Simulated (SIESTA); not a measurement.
The system is NaCl.

```
CELL_PARAMETERS angstrom
3.50219 0.00000 0.00000
0.00000 3.50219 0.00000
0.00000 0.00000 3.50219
ATOMIC_POSITIONS crystal
Cl 0.50000 0.50000 0.50000
Na 0.00000 0.00000 0.00000
```

Measurements of this composition are mostly on another form, of space group No. 225.

* Program: SIESTA 5.4.2
* Task: single point
* Functional: PBE
* Potentials or basis: PseudoDojo 0.4 standard (PBE files)
* Basis: DZP (energy shift 0.002 Ry; radii capped at 9.5 bohr)
* Grid cutoff: 800 Ry
* Energy shift: 0.002 Ry
* k mesh: 8 × 8 × 8
* Occupations: fermi-dirac, width 0.05 eV
* Spin: no spin polarisation

On this cell: pressure 0.0 GPa; largest force zero by symmetry; band gap on the k mesh 3.98 eV, indirect (least direct gap 4.47 eV).

The same run follows on a disturbed copy (atoms moved at random, drawn with an rms of 0.05 Å):

```
Cl Na
1.0
     3.50219    0.00000    0.00000
     0.00000    3.50219    0.00000
     0.00000    0.00000    3.50219
Cl Na
1 1
Direct
  0.49826 0.49640 0.50194
  0.99071 0.00148 0.99269
```

Question: What changes?

Answer: The energy moves by +0.4 meV/atom; pressure 0.0 GPa; largest force 0.023 eV/Å; band gap on the k mesh 3.99 eV, indirect (least direct gap 4.47 eV).

Forces on the atoms (eV/Å):
```
Cl  -0.012  0.009 -0.016
Na   0.010 -0.011  0.018
```

Caveats: semicore shells carry a single zeta, which can move pressures by several GPa and volumes by a few percent; the basis of atomic orbitals isn't converged, which shifts pressures, moduli and gaps.

A k mesh can miss the band edges.
